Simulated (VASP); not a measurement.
## VASP 6.6.1 run: InAs

INCAR

```
LWAVE = .FALSE.
SIGMA = 0.1
EDIFF = 1E-7
PREC = Accurate
ISIF = 2
LREAL = .FALSE.
IBRION = -1
GGA = PE
NSW = 0
LCHARG = .FALSE.
NELM = 86
ISMEAR = -5
LASPH = .TRUE.
ENCUT = 520
ALGO = Conjugate
NBANDS = 16
```

KPOINTS

```
KPOINTS created by Atomic Simulation Environment
0
Gamma
8 8 8
0 0 0
```

POSCAR

```
In As
 1.0000000000000000
     0.0000000000000000    3.1462281872000002    2.9527074487000000
     3.1462281872000002    0.0000000000000000    2.9527074487000000
     3.1462281872000002    3.1462281872000002    0.0000000000000000
 In  As
   1   1
Cartesian
  0.0000000000000000  0.0000000000000000  0.0000000000000000
  1.5731140935999999  1.5731140935999999  1.4763537243500000
```

The recommended PBE PAW datasets give the neutral cell 18 valence electrons.

Command

```
mpirun -np 1 vasp_std
```

Problem. Predict the outcome of this run.

Solution. It converged. Results: gap between bands v and c on the k mesh 0.25 eV; least direct gap on the k mesh 0.26 eV; pressure 0.6 GPa. Band v is the last that the valence electrons fill when counted band by band, and c is the next.

OSZICAR

```
N       E                     dE             d eps       ncg     rms           ort
DAV:   1     0.114244613121E+03    0.11424E+03   -0.87373E+03   944   0.137E+03
DAV:   2    -0.887594694464E-01   -0.11433E+03   -0.11002E+03   944   0.296E+02
DAV:   3    -0.775114425135E+01   -0.76624E+01   -0.76254E+01   944   0.757E+01
DAV:   4    -0.795156468262E+01   -0.20042E+00   -0.20038E+00   944   0.138E+01
DAV:   5    -0.796046040308E+01   -0.88957E-02   -0.88956E-02   944   0.245E+00
SDA:   6    -0.736058760859E+01    0.59987E+00   -0.88956E-02   944   0.141E+01   0.000E+00
CGA:   7    -0.759398569874E+01   -0.23340E+00   -0.23381E+00   944   0.412E+00   0.441E-02
CGA:   8    -0.768339262448E+01   -0.89407E-01   -0.89366E-01   944   0.380E-01   0.156E-02
CGA:   9    -0.769659145055E+01   -0.13199E-01   -0.13166E-01   944   0.993E-02   0.217E-03
CGA:  10    -0.769913034384E+01   -0.25389E-02   -0.25420E-02   944   0.367E-02  -0.796E-04
CGA:  11    -0.769984235762E+01   -0.71201E-03   -0.71306E-03   944   0.391E-03   0.486E-04
CGA:  12    -0.769998933041E+01   -0.14697E-03   -0.14517E-03   944   0.963E-04   0.119E-04
CGA:  13    -0.770001095256E+01   -0.21622E-04   -0.21500E-04   944   0.303E-04  -0.901E-05
CGA:  14    -0.770001983477E+01   -0.88822E-05   -0.85704E-05   944   0.712E-05   0.376E-05
SDA:  15    -0.770002251097E+01   -0.26762E-05   -0.25328E-05   944   0.373E-05   0.181E-05
SDA:  16    -0.770002299057E+01   -0.47960E-06   -0.24430E-05   944   0.181E-04  -0.479E-05
CGA:  17    -0.770002498598E+01   -0.19954E-05   -0.24314E-05   944   0.931E-06   0.287E-05
SDA:  18    -0.770002505827E+01   -0.72292E-07   -0.14253E-06   944   0.511E-06   0.506E-06
CGA:  19    -0.770002563920E+01   -0.58093E-06   -0.57719E-06   944   0.950E-06  -0.456E-07
SDA:  20    -0.770002571007E+01   -0.70866E-07   -0.13233E-06   944   0.273E-06   0.352E-06
   1 F= -.77000257E+01 E0= -.77000257E+01  d E =0.000000E+00
```

For comparison, a separate PBE run of the intended cell, on usual settings and not on those above, gives a gap of 0.25 eV on its mesh and a pressure of 0.6 GPa.
